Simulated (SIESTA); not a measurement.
Runs of SIESTA 5.4.2 on TaN. The structure is hexagonal, space group P-6m2 (No. 187). Conventional cell: a = 2.938 Å, b = 2.938 Å, c = 2.883 Å, α = 90.00°, β = 90.00°, γ = 120.00°. Ta (site symmetry -6m2) has 6 N at 2.23 Å as nearest neighbours. Around N (site symmetry -6m2) lie 6 Ta at 2.23 Å. 

| task | level | potentials or basis | cell | k mesh | optimiser | force tolerance | stress tolerance (GPa) | broadening (eV) | window to (eV) | grid cutoff | gap on the mesh (eV) | pressure (GPa) | V0 of scaled cells (Å³/atom) | B0 (GPa) |
| --- | --- | --- | --- | --- | --- | --- | --- | --- | --- | --- | --- | --- | --- | --- |
| relaxation of cell and atoms | PBEsol | PseudoDojo 0.4 standard (PBEsol files), DZP (energy shift 0.003 Ry; two zetas on semicore shells) | relaxed | 8 × 8 × 7 | Broyden | 0.01 eV/Å | 0.05 | - | - | 1200 Ry | none | 0.0 | - | - |
| equation of state | PBEsol | PseudoDojo 0.4 standard (PBEsol files), DZP (energy shift 0.003 Ry; two zetas on semicore shells) | as given | 10 × 10 × 9 | - | - | - | - | - | 800 Ry | - | - | (b) | 370 |
| optical spectrum | PBEsol | PseudoDojo 0.4 standard (PBEsol files), DZP (energy shift 0.003 Ry; two zetas on semicore shells) | as given | 10 × 10 × 9 | - | - | - | 0.3 eV | 30 eV | 800 Ry | none | -0.6 | - | - |
| equation of state | LDA | PseudoDojo 0.4 standard (LDA files), DZP (energy shift 0.003 Ry; two zetas on semicore shells) | as given | 10 × 10 × 9 | - | - | - | - | - | 800 Ry | - | - | 10.52 | 391 |
| band structure | LDA | PseudoDojo 0.4 standard (LDA files), DZP (energy shift 0.003 Ry; two zetas on semicore shells) | as given | 10 × 10 × 9 | - | - | - | - | - | 800 Ry | none | (a) | - | - |

Alike in all rows: no spin polarisation; smearing fermi-dirac 0.05 eV; energy shift 0.003 Ry.

Q: Estimate the missing entries.

A: (a) -8.9; (b) 10.76.

Caveats: short orbitals over semicore shells can move pressures by several GPa; the basis of atomic orbitals isn't converged, which shifts pressures, moduli and gaps; the cell was scaled at fixed shape and fractional positions, which overstates the stiffness of a crystal with free parameters, most of all of layers and chains (some runs); the basis holds too few empty states to meet the f-sum rule, so the spectrum is short of weight at high energy (some runs).

A k mesh can miss the band edges, and the runs leave out spin-orbit coupling on Ta.

A gap of «none» marks a metal or a gap under the smearing width.

Not every run made on this cell is shown here.
